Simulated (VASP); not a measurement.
Wanted: the native input for a VASP 6.6.1 run.

```yaml
Task: single point
Functional: PBEsol
Potentials_or_basis: VASP PAW PBE potentials, release 64 (Ta_pv)
Cutoff: 700 eV
k_mesh: 18 × 18 × 10
Occupations: gaussian, width 0.1 eV
Spin: no spin polarisation
Further_INCAR_settings: ALGO = Fast; EDIFF = 1e-06
```

The structure of Ta lies in POSCAR:

```
Ta
1.0
    2.8669300000      0.0000000000      0.0000000000
   -1.4334700000      2.4828300000      0.0000000000
    0.0000000000      0.0000000000      5.0933200000
Ta
2
Direct
    0.3333300000      0.6666700000      0.2500000000
    0.6666700000      0.3333300000      0.7500000000
```

This isn't the form of Ta at room conditions, which is bcc.

These files were run (other wordings do the same):

INCAR

```
SYSTEM = Ta
PREC = Accurate
ENCUT = 700
EDIFF = 1E-6
ISMEAR = 0
SIGMA = 0.1
LREAL = .False.
LASPH = .True.
NELM = 80
ALGO = Fast
ISIF = 2
LWAVE = .False.
LCHARG = .False.
GGA = PS
```

KPOINTS

```
regular mesh
0
Gamma
  18 18 10
  0 0 0
```

Potentials or basis: VASP PAW PBE potentials, release 64 (Ta_pv).

Run with:

```bash
$ cat potpaw_PBE.64/Ta_pv/POTCAR > POTCAR
$ mpirun -np 1 vasp_std > vasp.out
```

It gave:

| Quantity | Value |
| --- | --- |
| Pressure | 0.0 GPa |
| Band gap on the k mesh | none (metal or under the smearing width) |

Caveat: the PAW data sets were made with another functional, which shifts forces and pressure a little.

Run time: 7.1 min on 1 thread of Intel(R) Xeon(R) Platinum 8259CL CPU @ 2.50GHz (Skylake/Cascade Lake), with other jobs on the host, peak memory 0.52 GiB.
